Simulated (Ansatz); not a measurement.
## Zr₃Si: what symmetry allows forces and stress to be

```
CELL_PARAMETERS angstrom
6.16730 0.00000 0.00000
-3.08365 5.34104 0.00000
0.00000 0.00000 5.30992
ATOMIC_POSITIONS crystal
Zr 0.31756 0.17352 0.75000
Zr 0.82648 0.14403 0.75000
Zr 0.85597 0.68244 0.75000
Zr 0.68244 0.85597 0.25000
Zr 0.14403 0.82648 0.25000
Zr 0.17352 0.31756 0.25000
Si 0.66667 0.33333 0.25000
Si 0.33333 0.66667 0.75000
```

The calculation used DFT r2SCAN, scalar-relativistic, plane waves, PAW (Ansatz 0.2.0).

Plane waves to 500 eV, a k mesh through Γ of 6×6×8 on the computed 8-atom cell and Gaussian smearing (0.10 eV); no spin polarisation.

This distorted cell has space group P-62c, with 12 operations.

Without a calculation: in which directions can each atom feel a force?

A force must be left unchanged by every operation that keeps its atom in place, so it lies in the space that those operations leave fixed. Atoms that the group maps onto each other feel forces of one size.
```json
{"atom": "Zr1", "site symmetry": "m..", "operations at the site": "2", "equivalent to atom": "1", "allowed force (Cartesian)": "in the plane normal to (0.00, 0.00, 1.00)"}
{"atom": "Zr2", "site symmetry": "m..", "operations at the site": "2", "equivalent to atom": "1", "allowed force (Cartesian)": "in the plane normal to (0.00, 0.00, 1.00)"}
{"atom": "Zr3", "site symmetry": "m..", "operations at the site": "2", "equivalent to atom": "1", "allowed force (Cartesian)": "in the plane normal to (0.00, 0.00, 1.00)"}
{"atom": "Zr4", "site symmetry": "m..", "operations at the site": "2", "equivalent to atom": "1", "allowed force (Cartesian)": "in the plane normal to (0.00, 0.00, 1.00)"}
{"atom": "Zr5", "site symmetry": "m..", "operations at the site": "2", "equivalent to atom": "1", "allowed force (Cartesian)": "in the plane normal to (0.00, 0.00, 1.00)"}
{"atom": "Zr6", "site symmetry": "m..", "operations at the site": "2", "equivalent to atom": "1", "allowed force (Cartesian)": "in the plane normal to (0.00, 0.00, 1.00)"}
{"atom": "Si7", "site symmetry": "-6..", "operations at the site": "6", "equivalent to atom": "7", "allowed force (Cartesian)": "none"}
{"atom": "Si8", "site symmetry": "-6..", "operations at the site": "6", "equivalent to atom": "7", "allowed force (Cartesian)": "none"}
```

That leaves 2 independent force components of 24. A relaxation in this cell that keeps the symmetry moves the atoms in these directions alone.

And the stress tensor?

It must be invariant under the point group, which leaves 2 independent components: yz, xz, xy vanish; xx = yy.

Do the computed values obey this?

Yes. Forces (eV/Å):
```
Zr1  1.839  0.167  0.000
Zr2 -1.064  1.509  0.000
Zr3 -0.775 -1.676  0.000
Zr4 -1.064 -1.509  0.000
Zr5  1.839 -0.167  0.000
Zr6 -0.775  1.676  0.000
Si7  0.000  0.000  0.000
Si8  0.000  0.000  0.000
```

Stress (GPa, compression positive, xx yy zz yz xz xy): -5.97 -5.97 -7.68 0.00 0.00 0.00. The program imposes the same operations on density, forces and stress, so this confirms the analysis and is no independent test of the calculation.

Cost: 1 run of about 1.1 core-minutes, on Intel Xeon Processor @ 2.70GHz (shared hosts).